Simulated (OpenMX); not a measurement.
Runs of OpenMX 3.8.5 on Ag. It takes space group Fm-3m (No. 225, cubic). The conventional cell has a = 4.085 Å, b = 4.085 Å, c = 4.085 Å, α = 90.00°, β = 90.00°, γ = 90.00°. Ag (site symmetry m-3m) is surrounded by 12 Ag at 2.89 Å. 

```csv
task,potentials or basis,k mesh,max SCF cycles,"grid points, held for all volumes",pressure (GPa)
band structure,"OpenMX 2013 PBE set, Ag7.0-s3p2d2f1, grid cutoff 400 Ry",11 × 11 × 11,100,-,6.1
band structure,"OpenMX 2013 PBE set, Ag7.0-s3p2d2, grid cutoff 400 Ry",9 × 9 × 9,100,-,7.7
band structure,"OpenMX 2013 PBE set, Ag7.0-s3p2d1, grid cutoff 400 Ry",9 × 9 × 9,100,-,7.7
band structure,"OpenMX 2013 PBE set, Ag7.0-s3p2d2f1, grid cutoff 400 Ry",9 × 9 × 9,100,-,(a)
```

Alike in all rows: level PBE; no spin polarisation; cell as given; smearing fermi-dirac 0.05 eV.

**Question.** Fill in the values left out.

**Answer.** (a) 6.2.

Caveats: the basis of atomic orbitals isn't converged, which shifts pressures, moduli and gaps.
